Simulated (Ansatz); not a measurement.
**BAs: energy along a strain**

BAs, F-43m, a = 4.777 Å (as given, not relaxed at this level: 2.8 GPa). Ansatz: PBE, PAW, 420 eV, Γ-centred 10×10×10 mesh on 2 atoms, Gaussian smearing 0.05 eV; no spin polarisation. Cell vectors (Å): 0.000 2.389 2.389; 2.389 0.000 2.389; 2.389 2.389 0.000. The cell is strained by x per cent times the pattern (1 0 0 0 0 0) in the order xx yy zz yz xz xy (engineering shears), with fractional coordinates held. y is the free energy over the start, V0 = 13.626 Å³/atom.

```
x (%) y (meV/atom)
-4.00             ?
-3.00         18.07
-2.00          9.57
-1.00          3.57
 0.00          0.00
 1.00         -1.16
 2.00          0.00
 3.00          3.43
 3.50          5.99
 4.00          9.08
```

Q: Fit y = c1 x + c2 x² + c3 x³ to the other rows, get the stiffness along the pattern, and predict the missing energy.

A: Least squares on the rows shown. y = −2.3531 x + 1.1948 x² − 0.0096965 x³. The clamped-ion stiffness p·C·p = 2 × 11.95 eV × 160.2 / 13.626 Å³ = 281 GPa, which is C11 in these axes (second derivative at the start, which stands under stress). At x = -4.00 the fit asked for gives 29.15 meV/atom. The run gave 29.13 meV/atom, so the fit is 0.02 meV/atom too high, a small miss on the scale of the series.

The energy falls on slight stretching and is lowest near 1.00 %, so the starting cell is compressed for this functional. That fits the usual tendency of PBE to overestimate bond lengths. The minimum is not the relaxed cubic lattice constant, however, because the two transverse directions stay fixed and remain under stress.

The large curvature reflects short, directional sp³ bonds with little ionic character, since boron and arsenic have similar electronegativities. The negative cubic term is the ordinary anharmonicity of such bonds: repulsion steepens under compression, while bonding weakens under extension. The close prediction at -4.00 % suggests that higher-order terms matter little over this range.

Holding the fractional coordinates costs nothing here. A strain along a cube axis leaves enough symmetry in zinc blende to keep both sublattices free of internal forces, so the clamped-ion and relaxed-ion C11 coincide. This would not hold for C44, where the sublattices shift against each other. A single uniaxial series cannot separate out C12, and so gives neither the bulk modulus nor a test of elastic stability.
